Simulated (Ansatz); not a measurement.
An Ansatz run on CdS (started from an entry of an open crystallographic database) left the output below. It starts from the PBE minimum.

Starting structure:
```
Cd S
1.0
     4.19696    0.00000    0.00000
    -2.09848    3.63467    0.00000
     0.00000    0.00000    6.82791
Cd S
2 2
Direct
  0.33333 0.66667 0.99920
  0.66667 0.33333 0.49920
  0.33333 0.66667 0.37580
  0.66667 0.33333 0.87580
```

The output, standing remarks left out:
```
Functional definition: r2SCAN
  parameter k0 = 0.174
  parameter k1 = 0.065
  parameter a1 = 4.9479
  exchange = r2scan_x(k0 = k0, k1 = k1, a1 = a1)
  correlation = r2scan_c
Crystal: 4 atoms, lattice volume = 104.157 Å³
Basis set: ecut = 500 eV, 2647 PW (Γ)
Bands: 32, of which v1, the nominal top of the filled ones, is band 26 counted from 1 (25 counted from 0)
Symmetry: 12 space group operations
Space group: P63mc (ITA 186)
k-points: 21 of 144 (time reversal used)
preconditioner: auto → Resta (q_TF=auto, 2.430 Å⁻¹)  ε∞=4.2  [insulator: Δε(μ)=1.543 eV  σ=0.020 eV  ℏωp=21.8 eV]
relax step 1: F+E_penalty+E_count = -18351.21861266 eV  max|allowed force component| = 2.743e-3 eV/Å  Δτ_max = 0.0000 Å  P = -1.419 GPa  Ω = 104.157 Å³
relax step 2: F+E_penalty+E_count = -18351.23076242 eV  max|allowed force component| = 2.163e-3 eV/Å  Δτ_max = 0.0011 Å  P = +0.227 GPa  Ω = 101.234 Å³
relax step 3: F+E_penalty+E_count = -18351.23091179 eV  max|allowed force component| = 8.346e-4 eV/Å  Δτ_max = 0.0000 Å  P = -0.009 GPa  Ω = 101.628 Å³
relax step 4: F+E_penalty+E_count = -18351.23022461 eV  max|allowed force component| = 8.313e-4 eV/Å  Δτ_max = 0.0000 Å  P = -0.015 GPa  Ω = 101.628 Å³  (SCF on a basis re-selected at this cell)
SCF converged after 5 iterations
Free energy (F): -18351.230225 eV
Fermi energy:    7.129204 eV
--- Stress (GPa, compression-positive) ---
       -0.016221       0.000000       0.000000
        0.000000      -0.016221       0.000000
        0.000000       0.000000      -0.013275
  P = ⅓ Tr σ = -0.0152 GPa (-0.152 kbar)
--- Relaxed structure (3 steps of the walk, 3 accepted, 1 SCFs on fresh bases) ---
  F+E_penalty+E_count = -18351.23022461 eV   max|allowed force component| = 8.313e-4 eV/Å
  cell:  # Å, volume = 101.6277 Å³
    - [4.164621, 0.000000, 0.000000]
    - [-2.082311, 3.606668, 0.000000]
    - [0.000000, 0.000000, 6.765975]
  atoms:
    - { symbol: Cd, position: [0.333333, 0.666667, -0.000965] }
    - { symbol: Cd, position: [0.666667, 0.333333, 0.499035] }
    - { symbol: S, position: [0.333333, 0.666667, 0.375965] }
    - { symbol: S, position: [0.666667, 0.333333, 0.875965] }
```

Problem. Which of these blocks stood in the input: relax, gw, phonons, dielectric, magnetization (spin_orbit)?

Solution. relax. The relax steps with a changing cell volume need the relax block with cell.

Problem. Which k mesh was typed?

Solution. 6×6×4, Γ-centred. This is one of several that fit.

Problem. How were the bands filled?

Solution. With smearing of width σ = 0.02 eV (Fermi-Dirac in this run).

Run as `ansatz run input.yaml --threads 2 --pin off --max-ram 2211MiB --backend cpu --events-out ev --progress --plain --runs-dir out`.

Calculated for a static, non-magnetic cell.
